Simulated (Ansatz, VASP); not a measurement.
**Two plane-wave programs on HfO2**

```
Hf O
1.0
     0.00000    2.59880    2.59880
     2.59880    0.00000    2.59880
     2.59880    2.59880    0.00000
Hf O
1 2
Direct
  0.00000 0.00000 0.00000
  0.25000 0.25000 0.25000
  0.75000 0.75000 0.75000
```

Alike in both runs: task single point; functional PBE; k mesh 8 × 8 × 8; occupations gaussian, width 0.02 eV; no spin polarisation.

|  | VASP | Ansatz |
| --- | --- | --- |
| version | VASP 6.6.1 | Ansatz 0.2.0 |
| potentials or method | VASP PAW PBE potentials, release 64 (Hf_pv, O) | scalar-relativistic, plane waves, PAW |
| plane-wave cutoff (eV) | 520 | 420 |
| valence electrons in the cell | 22 | 38 |

VASP gave:

```
gap on the k mesh at the Fermi level (eV) : 3.60
least direct gap on the mesh (eV)         : 3.60
pressure (GPa)                            : -15.8
```

Q: Estimate Ansatz's values.

A: gap on the k mesh at the Fermi level (eV): 3.60; least direct gap on the mesh (eV): 3.60; pressure (GPa): -12.7.

The functional is the same, so the differences come from potentials, cutoffs and numerics. The two sets of potentials don't hold the same shells in valence.

Caveats: so large a pressure means that the cell lies far from this level's equilibrium, or that cutoff or potentials fall short (VASP); spin-orbit coupling is left out, which moves the levels of the heavy elements. A k mesh can miss the band edges. A hybrid or GW would open this gap; PBE tends to underestimate it.
